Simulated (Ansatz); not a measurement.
# NbC (Fm-3m): how the settings move a single-point run

How sensitive is a single-point run of NbC (Fm-3m) to its settings? A reference run comes first, then five runs with altered input.

Computed with Ansatz 0.2.0 (reference: DFT PBE, spin-orbit coupling, plane waves, PAW, unless a step's input says otherwise).

3 further runs of the same task are left out: 2 that didn't finish, 1 set aside as unsound or not needed.

## (1) The system as given

It takes space group Fm-3m (No. 225, cubic). The conventional cell has a = 4.485 Å, b = 4.485 Å, c = 4.485 Å, α = 90.00°, β = 90.00°, γ = 90.00°. Around Nb (site symmetry m-3m) lie 6 C at 2.24 Å. C (site symmetry m-3m) is surrounded by 6 Nb at 2.24 Å.

Structure file:

```
Nb C
1.0
     0.00000    2.24248    2.24248
     2.24248    0.00000    2.24248
     2.24248    2.24248    0.00000
Nb C
1 1
Direct
  0.00000 0.00000 0.00000
  0.50000 0.50000 0.50000
```

## (2) Reference

Contents of input.yaml:

```yaml
crystal:
  lattice:
    - [0.0, 2.2424845985, 2.2424845985]
    - [2.2424845985, 0.0, 2.2424845985]
    - [2.2424845985, 2.2424845985, 0.0]
  atoms:
    - { symbol: Nb, position: [0.0, 0.0, 0.0] }
    - { symbol: C, position: [0.5, 0.5, 0.5] }
basis:
  ecutwfc: 420
  ecutrho_ratio: 4
kpoints:
  mp_grid: { grid: [14, 14, 14] }
hamiltonian:
  xc: pbe
scf:
  occupations: { method: gaussian, width: 0.05 }
output:
  forces: true
  stress: true
  eigenvalues: true
  populations: true
magnetization:
  noncollinear: true
  spin_orbit: true
```

On the command line:

```bash
> ansatz run input.yaml --threads 4 --pin off --max-ram 7168MiB --backend cpu --events-out ev --progress --plain --runs-dir out
```

Excerpt of the output:

```text
[...]
Basis set: ecut = 420 eV, 459 PW (Γ), exchange–correlation on 48×48×48 points (8 copies of the dense FFT grid, shifted against one another)
[...]
Magnetic group: BNS 225.117 (UNI 1619), of the structure as read, at distance tolerance 2.8e-5 Å
k-points: 104 of 2744
[...]
SCF iter   1: F=—  HF=-4807.563719 eV  |F-HF|=—  |Δ(HF+E_count)|=         —  Δρ=1.66e-1  dr2=9.15e0  dr2_m=0.00e0 (ungated)  ethr=3.10e-3  |M|=0.00e0 ∫|m|=0.00e0 μB  |m|>n=0.0e0 m-floor=0.0e0 τ_xc=0.0e0  β_m=0.30  ⟨swp⟩=6.7  Hψ=6915  notcnv=0  defer=2
preconditioner: auto → none  [metal: Δε(μ)=0.018 eV  Ē_g=10.560 eV  σ=0.050 eV  W_gap=0.20  n_scr=8 (ndim 8)  ℏωp=23.5 eV  f_vac=0.000  D(μ)=1.15/eV (n_scr^D=14)  sad-step TF]
SCF iter   2: F=—  HF=-4805.936563 eV  |F-HF|=—  |Δ(HF+E_count)|=    1.63e0  Δρ=8.98e-2  dr2=2.66e0  dr2_m=0.00e0 (ungated)  ethr=3.10e-3  |M|=0.00e0 ∫|m|=0.00e0 μB  |m|>n=0.0e0 m-floor=0.0e0 τ_xc=0.0e0  β_m=0.47  ⟨swp⟩=2.0  Hψ=2540  notcnv=0  defer=288
[...]
SCF iter   7: F=—  HF=-4805.316275 eV  |F-HF|=—  |Δ(HF+E_count)|=   1.40e-8  Δρ=1.34e-5  dr2=5.87e-8  dr2_m=0.00e0 (ungated)  ethr=5.88e-10  |M|=0.00e0 ∫|m|=0.00e0 μB  |m|>n=0.0e0 m-floor=0.0e0 τ_xc=0.0e0  β_m=0.91  ⟨swp⟩=9.6  Hψ=6771  notcnv=0
SCF iter   8: F=-4805.316275 eV  HF=-4805.316275 eV  |F-HF|=2.25e-10  |Δ(HF+E_count)|=   1.30e-8  Δρ=9.80e-7  dr2=2.86e-10  dr2_m=0.00e0 (ungated)  ethr=3.45e-10  |M|=0.00e0 ∫|m|=0.00e0 μB  |m|>n=0.0e0 m-floor=0.0e0 τ_xc=0.0e0  ⟨swp⟩=1.9  Hψ=3726  notcnv=0
[...]
SCF converged after 8 iterations
Magnetization: |M| = 0.0000 μB,  M = (+0.0000, +0.0000, +0.0000) μB
[...]
Free energy (F): -4805.316275 eV
[...]
E sigma→0 (E₀):  -4805.315458 eV
[...]
Fermi energy:    18.669738 eV
[...]
  P = ⅓ Tr σ = 0.0000 GPa (0.000 kbar)
[...]
```

Run time: 4 s. Hardware: 4 threads of Arm Neoverse V1, shared host; peak memory 0.46 GiB.

## (3) Variant: xc_grid 3, dispersion d4, n_extra_bands 32

input.yaml: that of step 2 with these lines changed.

```diff
@@ -11,2 +11,3 @@
   ecutrho_ratio: 4
+  xc_grid: 3
 kpoints:
@@ -15,4 +16,6 @@
   xc: pbe
+  dispersion: d4
 scf:
   occupations: { method: gaussian, width: 0.05 }
+  n_extra_bands: 32
 output:
@@ -20,4 +23,6 @@
   stress: true
-  eigenvalues: true
-  populations: true
+  write_density: true
+  write_potential: true
+  elf: true
+  volumetric_format: npy
 magnetization:
```

On the command line:

```bash
> ansatz run input.yaml --threads 4 --pin off --max-ram 7168MiB --backend cpu --events-out ev --progress --plain --runs-dir out
```

The program printed (excerpt; [...] marks lines left out):

```text
Warning: RAYON_NUM_THREADS=4 ignored (pool sized by the plan → 4); use --threads N
scf.n_extra_bands = 32 over 17 filled bands (N_el = 17.0): the run solves 49 bands
[...]
Pseudopotentials: kind: paw_fr
Pseudopotential: Nb, paw_fr, valence charge 13, recommended cutoff 420 eV (normal), Nb.paw.azcp#standard-fr
Pseudopotential: C, paw_fr, valence charge 4, recommended cutoff 420 eV (normal), C.paw.azcp#standard-fr
Functional definition: PBE
[...]
non-collinear run that drives no moment, with spin-orbit: no starting moment large enough to seed its density (crystal.atoms[].spin), no starting occupations that ask for one, no magnetisation constraint and no magnetic field, so the semilocal B_xc is pinned to zero
Crystal: 2 atoms, lattice volume = 22.554 Å³
Basis set: ecut = 420 eV, 459 PW (Γ), exchange–correlation on 72×72×72 points (27 copies of the dense FFT grid, shifted against one another)
Bands: 49, of which v1, the nominal top of the filled ones, is band 17 counted from 1 (16 counted from 0)
Symmetry: 48 space group operations + 48 with time reversal
Magnetic group: BNS 225.117 (UNI 1619), of the structure as read, at distance tolerance 2.8e-5 Å
k-points: 104 of 2744
Projection manifold: j_resolved (fully-relativistic pseudo-atomic orbitals)
[...]
SCF iter   1: F=—  HF=-4808.227282 eV  |F-HF|=—  |Δ(HF+E_count)|=         —  Δρ=1.66e-1  dr2=9.14e0  dr2_m=0.00e0 (ungated)  ethr=3.10e-3  |M|=0.00e0 ∫|m|=0.00e0 μB  |m|>n=0.0e0 m-floor=0.0e0 τ_xc=0.0e0  β_m=0.30  ⟨swp⟩=5.2  Hψ=22310  notcnv=0  defer=1390
[...]
SCF iter   8: F=-4805.980410 eV  HF=-4805.980410 eV  |F-HF|=2.27e-11  |Δ(HF+E_count)|=   1.84e-9  Δρ=4.05e-7  dr2=3.47e-11  dr2_m=0.00e0 (ungated)  ethr=5.02e-11  |M|=0.00e0 ∫|m|=0.00e0 μB  |m|>n=0.0e0 m-floor=0.0e0 τ_xc=0.0e0  ⟨swp⟩=4.7  Hψ=14528  notcnv=0
[...]
SCF converged after 8 iterations
Magnetization: |M| = 0.0000 μB,  M = (+0.0000, +0.0000, +0.0000) μB
Absolute magnetization: 0.0000 μB (∫|m|)
  site 0: m = (+0.0000, +0.0000, +0.0000) μB, |m| = 0.0000 μB  (R = 0.93 Å)
  site 1: m = (+0.0000, +0.0000, +0.0000) μB, |m| = 0.0000 μB  (R = 0.93 Å)
Free energy (F): -4805.980410 eV
[...]
E sigma→0 (E₀):  -4805.979593 eV
Entropy (-TS):   -0.001634 eV (-0.817 meV/atom)
Fermi energy:    18.669742 eV
[...]
--- Forces (eV/Å), atoms counted from 1 ---
  atom   1  Nb     0.00000000    -0.00000000    -0.00000000
  atom   2  C     -0.00000000    -0.00000000     0.00000000
[...]
--- Stress (GPa, compression-positive) ---
       -5.032032       0.000000       0.000000
        0.000000      -5.032032       0.000000
        0.000000      -0.000000      -5.032032
  P = ⅓ Tr σ = -5.0320 GPa (-50.320 kbar)
--- Band table (eV; the first three rows and the last of 104) ---
[...]
```

It took 9.2 s on 4 threads of Arm Neoverse V1, shared host; peak memory 0.56 GiB.

The energy moves by -332.1 meV/atom, nearly all of it the dispersion term itself (-332.1 meV/atom); that offset belongs to the model and is no gain or loss of stability; the pressure goes from 0.0 to -5.0 GPa.

## (4) Variant: ecutrho_ratio 12, xc_grid 4

input.yaml: that of step 2 with these lines changed.

```diff
@@ -10,3 +10,4 @@
   ecutwfc: 420
-  ecutrho_ratio: 4
+  ecutrho_ratio: 12
+  xc_grid: 4
 kpoints:
@@ -20,4 +21,6 @@
   stress: true
-  eigenvalues: true
-  populations: true
+  write_density: true
+  write_potential: true
+  elf: true
+  volumetric_format: npy
 magnetization:
```

On the command line:

```bash
> ansatz run input.yaml --threads 4 --pin off --max-ram 7168MiB --backend cpu --events-out ev --progress --plain --runs-dir out
```

The program printed (excerpt; [...] marks lines left out):

```text
Warning: RAYON_NUM_THREADS=4 ignored (pool sized by the plan → 4); use --threads N
[...]
[... 4 set-up lines as earlier in the session ...]
[...]
non-collinear run that drives no moment, with spin-orbit: no starting moment large enough to seed its density (crystal.atoms[].spin), no starting occupations that ask for one, no magnetisation constraint and no magnetic field, so the semilocal B_xc is pinned to zero
Crystal: 2 atoms, lattice volume = 22.554 Å³
Basis set: ecut = 420 eV, 459 PW (Γ), exchange–correlation on 160×160×160 points (64 copies of the dense FFT grid, shifted against one another)
Bands: 26, of which v1, the nominal top of the filled ones, is band 17 counted from 1 (16 counted from 0)
[...]
SCF converged after 8 iterations
Magnetization: |M| = 0.0000 μB,  M = (+0.0000, +0.0000, +0.0000) μB
Absolute magnetization: 0.0000 μB (∫|m|)
  site 0: m = (+0.0000, +0.0000, +0.0000) μB, |m| = 0.0000 μB  (R = 0.93 Å)
  site 1: m = (+0.0000, +0.0000, +0.0000) μB, |m| = 0.0000 μB  (R = 0.93 Å)
Free energy (F): -4805.316282 eV
[...]
E sigma→0 (E₀):  -4805.315465 eV
Entropy (-TS):   -0.001634 eV (-0.817 meV/atom)
Fermi energy:    18.669739 eV
[...]
--- Forces (eV/Å), atoms counted from 1 ---
  atom   1  Nb    -0.00000000     0.00000000     0.00000000
  atom   2  C      0.00000000     0.00000000    -0.00000000
[...]
--- Stress (GPa, compression-positive) ---
        0.000102      -0.000000       0.000000
       -0.000000       0.000102       0.000000
        0.000000      -0.000000       0.000102
  P = ⅓ Tr σ = 0.0001 GPa (0.001 kbar)
--- Band table (eV; the first three rows and the last of 104) ---
[... band rows left out ...]
[...]
```

Run time: 7 s. Hardware: 4 threads of Arm Neoverse V1, shared host; peak memory 0.68 GiB.

Changing the numerical grids hardly moves the energy: 0.0 meV/atom.

## (5) Changing settings: hubbard.sites [{species: Nb, l: d, u_eff: 4.0}], hubbard.double_counting amf, chi_scale 0.3

input.yaml: that of step 2 with these lines changed.

```diff
@@ -15,4 +15,6 @@
   xc: pbe
+  hubbard: { sites: [{ species: Nb, l: d, u_eff: 4.0 }], double_counting: amf }
 scf:
   occupations: { method: gaussian, width: 0.05 }
+  initial_density: { chi_scale: 0.3 }
 output:
@@ -20,4 +22,2 @@
   stress: true
-  eigenvalues: true
-  populations: true
 magnetization:
```

On the command line:

```bash
> ansatz run input.yaml --threads 4 --pin off --max-ram 7168MiB --backend cpu --events-out ev --progress --plain --runs-dir out
```

The program printed (excerpt; [...] marks lines left out):

```text
Warning: RAYON_NUM_THREADS=4 ignored (pool sized by the plan → 4); use --threads N
Nb: projections on atomic orbitals take those of the free atom [Ar 3d10] 4s2 4p6 4d4 5s1, of charge +0.00 (hamiltonian.pseudopotentials.projection_atoms); the dataset's partial waves leave at most 2.8e-8 of an orbital's norm unspanned inside its sphere
C: projections on atomic orbitals take those of the free atom [He] 2s2 2p2, of charge +0.00 (hamiltonian.pseudopotentials.projection_atoms); the dataset's partial waves leave at most 1.6e-13 of an orbital's norm unspanned inside its sphere
[...]
[... 4 set-up lines as earlier in the session ...]
[...]
Absolute magnetization: 0.0000 μB (∫|m|)
  site 0: m = (+0.0000, +0.0000, +0.0000) μB, |m| = 0.0000 μB  (R = 0.93 Å)
  site 1: m = (+0.0000, +0.0000, +0.0000) μB, |m| = 0.0000 μB  (R = 0.93 Å)
Free energy (F): -4805.321264 eV
[...]
E sigma→0 (E₀):  -4805.320443 eV
Entropy (-TS):   -0.001640 eV (-0.820 meV/atom)
Fermi energy:    18.704359 eV
[...]
DFT+U double counting: amf (around mean field; hamiltonian.hubbard.double_counting)
--- Hubbard shell moments (per corrected site; Tr N, ν in electrons; μ in μ_B) ---
  shell 0: Tr N=3.9522  μ_S=(-0.0000, +0.0000, +0.0000)  μ_L=(+0.0000, +0.0000, -0.0000)  μ=(-0.0000, +0.0000, +0.0000)  ν=0.0205 (axis n/a)
--- Forces (eV/Å), atoms counted from 1 ---
  atom   1  Nb     0.00000000     0.00000000    -0.00000000
  atom   2  C     -0.00000000    -0.00000000     0.00000000
[...]
--- Stress (GPa, compression-positive) ---
        0.033314       0.000000       0.000000
        0.000000       0.033314       0.000000
       -0.000000      -0.000000       0.033314
  P = ⅓ Tr σ = 0.0333 GPa (0.333 kbar)
Occupation matrices written to <dir>
```

Run time: 5.1 s. Hardware: 4 threads of Arm Neoverse V1, shared host; peak memory 0.56 GiB.

Changing the Hubbard U and start moves the energy by -2.5 meV/atom. The U term adds an energy of its own, so the shift says nothing about which run is better.

## (6) Changing settings: hubbard.sites [{species: Nb, l: d, u_eff: 1.0}], hubbard.double_counting fll

input.yaml: that of step 2 with these lines changed.

```diff
@@ -15,2 +15,3 @@
   xc: pbe
+  hubbard: { sites: [{ species: Nb, l: d, u_eff: 1.0 }], double_counting: fll }
 scf:
@@ -20,4 +21,6 @@
   stress: true
-  eigenvalues: true
-  populations: true
+  write_density: true
+  write_potential: true
+  elf: true
+  volumetric_format: npy
 magnetization:
```

On the command line:

```bash
> ansatz run input.yaml --threads 4 --pin off --max-ram 7168MiB --backend cpu --events-out ev --progress --plain --runs-dir out
```

The program printed (excerpt; [...] marks lines left out):

```text
Warning: RAYON_NUM_THREADS=4 ignored (pool sized by the plan → 4); use --threads N
Nb: projections on atomic orbitals take those of the free atom [Ar 3d10] 4s2 4p6 4d4 5s1, of charge +0.00 (hamiltonian.pseudopotentials.projection_atoms); the dataset's partial waves leave at most 2.8e-8 of an orbital's norm unspanned inside its sphere
C: projections on atomic orbitals take those of the free atom [He] 2s2 2p2, of charge +0.00 (hamiltonian.pseudopotentials.projection_atoms); the dataset's partial waves leave at most 1.6e-13 of an orbital's norm unspanned inside its sphere
[...]
[... 4 set-up lines as earlier in the session ...]
[...]
Absolute magnetization: 0.0000 μB (∫|m|)
  site 0: m = (+0.0000, +0.0000, +0.0000) μB, |m| = 0.0000 μB  (R = 0.93 Å)
  site 1: m = (+0.0000, +0.0000, +0.0000) μB, |m| = 0.0000 μB  (R = 0.93 Å)
Free energy (F): -4804.123028 eV
[...]
E sigma→0 (E₀):  -4804.122233 eV
Entropy (-TS):   -0.001590 eV (-0.795 meV/atom)
Fermi energy:    18.745890 eV
[...]
--- Hubbard shell moments (per corrected site; Tr N, ν in electrons; μ in μ_B) ---
  shell 0: Tr N=3.9348  μ_S=(-0.0000, +0.0000, -0.0000)  μ_L=(+0.0000, -0.0000, -0.0000)  μ=(+0.0000, +0.0000, -0.0000)  ν=0.0148 (axis n/a)
--- Forces (eV/Å), atoms counted from 1 ---
  atom   1  Nb    -0.00000000     0.00000000    -0.00000000
  atom   2  C      0.00000000     0.00000000     0.00000000
[...]
--- Stress (GPa, compression-positive) ---
        0.481655       0.000000       0.000000
       -0.000000       0.481655       0.000000
        0.000000       0.000000       0.481655
  P = ⅓ Tr σ = 0.4817 GPa (4.817 kbar)
--- Band table (eV; the first three rows and the last of 104) ---
[... band rows left out ...]
[...]
Occupation matrices written to <dir>
```

Run time: 7.9 s. Hardware: 4 threads of Arm Neoverse V1, shared host; peak memory 0.56 GiB.

Changing the Hubbard U moves the energy by +596.6 meV/atom, and the pressure goes from 0.0 to 0.5 GPa. The U term adds an energy of its own, so the shift says nothing about which run is better.

## (7) Changing settings: dr2_threshold 1.0e-05

input.yaml: that of step 2 with these lines changed.

```diff
@@ -17,2 +17,3 @@
   occupations: { method: gaussian, width: 0.05 }
+  convergence: { dr2_threshold: 1.0e-05 }
 output:
@@ -20,4 +21,2 @@
   stress: true
-  eigenvalues: true
-  populations: true
 magnetization:
```

On the command line:

```bash
> ansatz run input.yaml --threads 4 --pin off --max-ram 7168MiB --backend cpu --events-out ev --progress --plain --runs-dir out
```

The program printed (excerpt; [...] marks lines left out):

```text
Warning: scf.convergence.dr2_threshold = 1e-5 eV is looser than this run's default, which is 1e-7 eV or tighter. The error in the forces grows as the threshold's square root, so leave the key out unless less accurate forces are enough
Warning: output.stress: scf.convergence.dr2_threshold = 1e-5 eV is looser than the 2e-10 eV advised for a printed stress (1e-10 eV for each atom of the cell: 2). What an SCF threshold leaves in a stress goes as its square root, and in the free energy as the threshold itself, and one [...]
Warning: RAYON_NUM_THREADS=4 ignored (pool sized by the plan → 4); use --threads N
[...]
[... 4 set-up lines as earlier in the session ...]
[...]
non-collinear run that drives no moment, with spin-orbit: no starting moment large enough to seed its density (crystal.atoms[].spin), no starting occupations that ask for one, no magnetisation constraint and no magnetic field, so the semilocal B_xc is pinned to zero
[...]
SCF iter   1: F=—  HF=-4807.563719 eV  |F-HF|=—  |Δ(HF+E_count)|=         —  Δρ=1.66e-1  dr2=9.15e0  dr2_m=0.00e0 (ungated)  ethr=3.10e-3  |M|=0.00e0 ∫|m|=0.00e0 μB  |m|>n=0.0e0 m-floor=0.0e0 τ_xc=0.0e0  β_m=0.30  ⟨swp⟩=6.7  Hψ=6915  notcnv=0  defer=2
[...]
SCF iter   7: F=-4805.316275 eV  HF=-4805.316275 eV  |F-HF|=5.03e-8  |Δ(HF+E_count)|=   2.38e-7  Δρ=1.34e-5  dr2=6.01e-8  dr2_m=0.00e0 (ungated)  ethr=7.42e-9  |M|=0.00e0 ∫|m|=0.00e0 μB  |m|>n=0.0e0 m-floor=0.0e0 τ_xc=0.0e0  ⟨swp⟩=1.9  Hψ=3955  notcnv=0
[...]
SCF converged after 7 iterations
Magnetization: |M| = 0.0000 μB,  M = (+0.0000, +0.0000, +0.0000) μB
Absolute magnetization: 0.0000 μB (∫|m|)
  site 0: m = (+0.0000, +0.0000, +0.0000) μB, |m| = 0.0000 μB  (R = 0.93 Å)
  site 1: m = (+0.0000, +0.0000, +0.0000) μB, |m| = 0.0000 μB  (R = 0.93 Å)
Free energy (F): -4805.316275 eV
[...]
E sigma→0 (E₀):  -4805.315458 eV
Entropy (-TS):   -0.001634 eV (-0.817 meV/atom)
Fermi energy:    18.669693 eV
[...]
--- Forces (eV/Å), atoms counted from 1 ---
  atom   1  Nb    -0.00000000     0.00000000     0.00000000
  atom   2  C      0.00000000    -0.00000000    -0.00000000
[...]
--- Stress (GPa, compression-positive) ---
        0.000448      -0.000000      -0.000000
        0.000000       0.000448      -0.000000
        0.000000       0.000000       0.000448
  P = ⅓ Tr σ = 0.0004 GPa (0.004 kbar)
```

Wall time 2.5 s (4 threads of Arm Neoverse V1, shared host); peak memory 0.43 GiB.

The changed convergence setting doesn't alter the result here (within 0.5 meV/atom). Cost: 7 SCF cycles against 8, 2.5 s against 4 s.

## (8) All runs together

```csv
run,ending,energy change,pressure (GPa),gap (eV),force (eV/Å),cycles,time
reference,converged,0,0.0,0.00,0.00,8,4 s
"1: xc_grid 3, dispersion d4, n_extra_bands 32",converged,-332.1 meV/atom (offset of the dispersion model),-5.0,0.00,0.00,8,9.2 s
"2: ecutrho_ratio 12, xc_grid 4",converged,0.0 meV/atom,0.0,0.00,0.00,8,7 s
"3: hubbard.sites [{species: Nb, l: d, u_eff: 4.0}], hubbard.double_counting amf, chi_scale 0.3",converged,-2.5 meV/atom (U changed: no physical gain or loss),0.0,0.00,0.00,8,5.1 s
"4: hubbard.sites [{species: Nb, l: d, u_eff: 1.0}], hubbard.double_counting fll",converged,+596.6 meV/atom (U changed: no physical gain or loss),0.5,0.00,0.00,8,7.9 s
5: dr2_threshold 1.0e-05,converged,0.0 meV/atom,0.0,0.00,0.00,7,2.5 s
```

Times don't compare one to one where runs were asked for different outputs or read a saved state (see the inputs); cycles may leave out searches for a lower state.

Residual by cycle in the longest SCF loop of each run; runs are numbered as in the table. The quantity is the density residual dr2, in eV.

```csv
cycle,reference,run 1,run 2,run 3,run 4,run 5
1,9.15,9.14,9.15,1.76,9.46,9.15
2,2.66,2.66,2.66,0.502,2.82,2.66
3,0.0618,0.0609,0.0619,0.0179,0.0701,0.0618
4,0.0106,0.0109,0.0106,5.6e-4,0.00856,0.0106
5,2.5e-4,2.1e-4,2.5e-4,8.8e-6,3.7e-4,2.5e-4
6,1.3e-6,7.3e-7,1.3e-6,5.9e-6,1.8e-6,1.3e-6
7,5.9e-8,8.5e-9,6.3e-8,2.1e-7,1.5e-8,6.0e-8
8,2.9e-10,3.5e-11,3.4e-10,2.4e-8,1.3e-10,-
```

Of the converged runs whose energies compare with the reference's, none moves it noticeably. A changed U is a change of model: its shifts are not errors of convergence.
